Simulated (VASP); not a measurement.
# MoS2 in VASP: settings compared, part 2 of 2

VASP 6.6.1. Earlier steps stand in the parts before.

**4. Relaxation of cell and atoms, PBE+D3(BJ)**

INCAR

```
PREC     = Accurate       # precision mode
ENCUT    = 600            # plane-wave cutoff, eV
EDIFF    = 1E-6           # SCF threshold, eV
ISMEAR   = 0              # smearing method
SIGMA    = 0.03           # smearing width, eV
LREAL    = False          # projectors in reciprocal space
LASPH    = True           # aspherical terms in the spheres
NELM     = 80             # most SCF steps
ALGO     = Normal         # electronic algorithm
ISIF     = 3              # what is computed and relaxed
LWAVE    = False          # write WAVECAR
LCHARG   = False          # write CHGCAR
GGA      = PE             # functional
IVDW     = 12             # dispersion correction
IBRION   = 2              # ionic algorithm
NSW      = 90             # ionic steps
EDIFFG   = -0.01          # ionic threshold
LATTICE_CONSTRAINTS= .TRUE. .TRUE. .FALSE.
KPAR     = 4
```

KPOINTS

```
Automatic mesh
0
Gamma
  12 12 1
```

POSCAR

```
MoS2
1.0
    3.1690000000      0.0000000000      0.0000000000
   -1.5845000000      2.7444345000      0.0000000000
    0.0000000000      0.0000000000     27.2922960000
S Mo
4 2
Direct
    0.3333333300      0.6666666700      0.3297633900
    0.3333333300      0.6666666700      0.4444586100
    0.6666666700      0.3333333300      0.5555413900
    0.6666666700      0.3333333300      0.6702366100
    0.6666666700      0.3333333300      0.3871110000
    0.3333333300      0.6666666700      0.6128890000
```

The run is started by

```sh
cat potpaw_PBE.64/S/POTCAR potpaw_PBE.64/Mo_sv/POTCAR > POTCAR
mpirun -np 4 vasp_std > vasp.out
```

Wall time 8.3 min (4 MPI ranks of Intel Xeon 6975P-C (Granite Rapids), shared host); peak memory 0.54 GiB.

Results (log left out):

```
Free energy                            : -45.8765 eV
Relaxed volume                         : 39.12 Å³/atom
Relaxed cell                           : a = 3.151 Å, b = 3.151 Å, c = 27.292 Å, α = 90.00°, β = 90.00°, γ = 120.00°
Space group after relaxing (to 0.05 Å) : P-3m1 (No. 164)
Energy gained by relaxing              : 1.6 meV/atom
Ionic steps                            : 23
Largest force after relaxing           : 0.010 eV/Å
Band gap on the k mesh                 : 1.23 eV, indirect (least direct gap 1.75 eV)
Dispersion energy per atom             : -0.376 eV
```

Forces on the atoms (eV/Å):
```
S    0.000  0.000 -0.007
S    0.000  0.000  0.010
S    0.000  0.000 -0.010
S    0.000  0.000  0.007
Mo   0.000  0.000 -0.004
Mo   0.000  0.000  0.004
```

Step by step:
```tsv
step	energy change (eV)	largest force (eV/Å)	pressure (GPa)	volume (Å³)
1	0.0000	0.0775	-0.73	237.36
2	-0.0002	0.2246	0.74	232.67
3	-0.0066	0.0808	-0.01	234.98
4	-0.0071	0.0383	-0.05	234.69
5	-0.0073	0.0199	-0.08	234.48
6	-0.0073	0.0174	-0.07	234.49
7	-0.0073	0.0172	-0.06	234.52
8	-0.0073	0.0243	-0.10	234.63
9	-0.0073	0.0335	-0.14	234.73
10	-0.0074	0.0331	-0.14	234.73
11	-0.0074	0.0307	-0.13	234.73
12	-0.0076	0.0273	-0.12	234.72
13	-0.0078	0.0186	-0.10	234.71
14	-0.0083	0.0258	-0.05	234.68
15	-0.0088	0.0494	0.05	234.62
16	-0.0085	0.0951	0.24	234.51
17	-0.0090	0.0642	0.11	234.58
18	-0.0090	0.0598	0.10	234.62
19	-0.0092	0.0457	0.05	234.74
20	-0.0094	0.0198	-0.03	234.98
21	-0.0094	0.0212	-0.02	234.96
22	-0.0094	0.0178	-0.02	234.90
23	-0.0095	0.0098	0.00	234.73
```

Final structure:
```cif
data_structure
_symmetry_space_group_name_H-M 'P 1'
_symmetry_Int_Tables_number 1
_cell_length_a 3.1514
_cell_length_b 3.1514
_cell_length_c 27.2923
_cell_angle_alpha 90.000
_cell_angle_beta 90.000
_cell_angle_gamma 120.000
_cell_volume 234.73
loop_
_atom_site_label
_atom_site_type_symbol
_atom_site_fract_x
_atom_site_fract_y
_atom_site_fract_z
_atom_site_occupancy
S1 S 0.33333 0.66667 0.33162 1
S2 S 0.33333 0.66667 0.44636 1
S3 S 0.66667 0.33333 0.55365 1
S4 S 0.66667 0.33333 0.66838 1
Mo1 Mo 0.66667 0.33333 0.38902 1
Mo2 Mo 0.33333 0.66667 0.61098 1
```

Levels at points of the mesh, in eV from the valence-band top:
```tsv
k point	band 24	band 25	band 26	band 27	band 28	band 29
(0.00, 0.00, 0.00)	-1.78	-0.76	0.00	2.33	2.33	2.35
(0.50, 0.00, 0.00)	-1.35	-1.19	-1.12	1.86	1.88	2.30
```

**5. Relaxation of cell and atoms, PBE+D3(BJ)**

This run uses another cell than the first one, of 39.12 Å³/atom, 0.989 times its volume.

Edit INCAR of step 4 so:

```diff
@@ -2,3 +2,3 @@
 ENCUT    = 600            # plane-wave cutoff, eV
-EDIFF    = 1E-6           # SCF threshold, eV
+EDIFF    = 1E-7           # SCF threshold, eV
 ISMEAR   = 0              # smearing method
@@ -16,3 +16,3 @@
 NSW      = 90             # ionic steps
-EDIFFG   = -0.01          # ionic threshold
+EDIFFG   = -0.005         # ionic threshold
 LATTICE_CONSTRAINTS= .TRUE. .TRUE. .FALSE.
```

KPOINTS is that of step 4.

POSCAR

```
MoS2                                    
1.0
    3.1513580812      0.0000000000      0.0000000000
   -1.5756790406      2.7291561502      0.0000000000
    0.0000000000      0.0000000000     27.2922960000
  S               Mo            
     4     2
Direct
     0.3333333300000021    0.6666666699999979    0.3316154634861942
     0.3333333300000021    0.6666666699999979    0.4463549997378815
     0.6666666699999979    0.3333333300000021    0.5536450002621186
     0.6666666699999979    0.3333333300000021    0.6683845365138055
     0.6666666699999979    0.3333333300000021    0.3890170571751871
     0.3333333300000021    0.6666666699999979    0.6109829428248127
```

The run is started by

```sh
cat potpaw_PBE.64/S/POTCAR potpaw_PBE.64/Mo_sv/POTCAR > POTCAR
mpirun -np 4 vasp_std > vasp.out
```

It took 96 s on 4 MPI ranks of Intel Xeon 6975P-C (Granite Rapids), shared host; peak memory 0.54 GiB.

It converged, with:

- Free energy: -45.8760 eV
- Relaxed volume: 39.12 Å³/atom
- Relaxed cell: a = 3.151 Å, b = 3.151 Å, c = 27.292 Å, α = 90.00°, β = 90.00°, γ = 120.00°
- Space group after relaxing (to 0.05 Å): P-3m1 (No. 164)
- Energy gained by relaxing: 0.0 meV/atom
- Ionic steps: 2
- Largest force after relaxing: 0.004 eV/Å
- Band gap on the k mesh: 1.23 eV, indirect (least direct gap 1.75 eV)
- Dispersion energy per atom: -0.376 eV

Forces in eV/Å, atoms in the order of the input:
```
S    0.000  0.000 -0.004
S    0.000  0.000  0.000
S    0.000  0.000  0.000
S    0.000  0.000  0.004
Mo   0.000  0.000  0.003
Mo   0.000  0.000 -0.003
```

Final structure:
```cif
data_structure
_symmetry_space_group_name_H-M 'P 1'
_symmetry_Int_Tables_number 1
_cell_length_a 3.1512
_cell_length_b 3.1512
_cell_length_c 27.2923
_cell_angle_alpha 90.000
_cell_angle_beta 90.000
_cell_angle_gamma 120.000
_cell_volume 234.70
loop_
_atom_site_label
_atom_site_type_symbol
_atom_site_fract_x
_atom_site_fract_y
_atom_site_fract_z
_atom_site_occupancy
S1 S 0.33333 0.66667 0.33160 1
S2 S 0.33333 0.66667 0.44637 1
S3 S 0.66667 0.33333 0.55363 1
S4 S 0.66667 0.33333 0.66840 1
Mo1 Mo 0.66667 0.33333 0.38901 1
Mo2 Mo 0.33333 0.66667 0.61099 1
```

Levels at points of the mesh, in eV from the valence-band top:
| k point | band 22 | band 23 | band 24 | band 25 | band 26 | band 27 | band 28 | band 29 | band 30 | band 31 |
| --- | --- | --- | --- | --- | --- | --- | --- | --- | --- | --- |
| (0.00, 0.00, 0.00) | -1.93 | -1.93 | -1.78 | -0.76 | 0.00 | 2.33 | 2.33 | 2.36 | 2.36 | 2.54 |
| (0.50, 0.00, 0.00) | -2.38 | -1.47 | -1.34 | -1.19 | -1.12 | 1.86 | 1.89 | 2.30 | 2.46 | 3.23 |
